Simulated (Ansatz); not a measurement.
Computed with DFT PBE, scalar-relativistic, plane waves, PAW in Ansatz. All cells share a 420 eV cutoff and Γ-centred k meshes spaced at most about 0.3 Å⁻¹ (about 0.25 or finer for metals, 2π included). No spin polarisation in the final relaxations.

These are static total energies at zero pressure. All come from trial cells, and lower structures may exist.

Question: Order these relaxed structures of P by energy, lowest first, with the energy over the lowest of them.
A.

```
CELL_PARAMETERS angstrom
2.78284 1.60667 6.87305
-2.78284 1.60667 6.87305
0.00000 -3.21335 6.87305
ATOMIC_POSITIONS crystal
P 0.75000 0.75000 0.75000
P 0.25000 0.25000 0.25000
P 0.00000 0.00000 0.00000
P 0.50000 0.50000 0.50000
P 0.13590 0.36410 0.75000
P 0.75000 0.13590 0.36410
P 0.36410 0.75000 0.13590
P 0.25000 0.86410 0.63590
P 0.86410 0.63590 0.25000
P 0.63590 0.25000 0.86410
```

B.

```
CELL_PARAMETERS angstrom
2.44418 0.00000 0.00000
0.00000 2.44418 0.00000
0.00000 0.00000 2.44418
ATOMIC_POSITIONS crystal
P 0.00000 0.00000 0.00000
```

C.

```
CELL_PARAMETERS angstrom
4.79366 0.00000 0.00000
0.00000 4.79366 0.00000
0.00000 0.00000 2.32677
ATOMIC_POSITIONS crystal
P 0.50000 0.00000 0.50000
P 0.00000 0.50000 0.50000
P 0.50000 0.50000 0.50000
```

D.

```
CELL_PARAMETERS angstrom
6.74229 0.00000 0.00000
-3.37115 5.83900 0.00000
0.00000 0.00000 3.81011
ATOMIC_POSITIONS crystal
P 0.80857 0.19143 0.50000
P 0.80857 0.61714 0.50000
P 0.38286 0.19143 0.50000
P 0.19143 0.80857 0.50000
P 0.19143 0.38286 0.50000
P 0.61714 0.80857 0.50000
P 0.33333 0.66667 0.00000
P 0.66667 0.33333 0.00000
```

Answer: B (0 meV/atom), D (311 meV/atom), C (325 meV/atom), A (380 meV/atom). Forms: B simple cubic type, Pm-3m; D P6/mmm; C P4/mmm; A R-3c. Counting all near atoms (those within 1.25 times the shortest such distance or 1.15 times the sum of covalent radii; a plus sign parts nearer from farther groups; a slash parts the counts of unlike sites): B has P 6; D has P 2+2/6; C has P 4/6; A has P 1+2/3/6.

The k mesh leaves some 4 meV/atom of noise in the energy of each metallic cell. Cells relaxed within their symmetry can be saddle points. The part of the Crystallography Open Database at hand lists P in space groups No. 2, 13, 64, 123; sharing a group (P4/mmm) doesn't make a cell the listed structure. Some candidate types were left out of the draw beforehand, so a known form may be missing.
